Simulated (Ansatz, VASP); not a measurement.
One calculation of P, two programs

```
P
1.0
     2.40299    0.00000    0.00000
     0.00000    2.40299    0.00000
     0.00000    0.00000    2.40299
P
1
Direct
  0.00000 0.00000 0.00000
```

Alike in both runs: task single point; functional PBE; dispersion D3(BJ); k mesh 8 × 8 × 8; occupations gaussian, width 0.05 eV; no spin polarisation.

```csv
,VASP,Ansatz
version,VASP 6.6.1,Ansatz 0.2.0
potentials or method,"VASP PAW PBE potentials, release 64 (P)","scalar-relativistic, plane waves, PAW"
plane-wave cutoff (eV),520,420
valence electrons in the cell,5,5
```

```csv
,VASP,Ansatz,Ansatz less VASP
gap on the k mesh at the Fermi level (eV),none,none,-
pressure (GPa),0.5,0.8,+0.34
```

A gap of «none» marks a metal or a gap that the smearing closes. With one functional, cell and mesh, what is left measures potentials, basis and numerics.

Caveats: pairwise dispersion overbinds metals, which lowers pressure and volume.
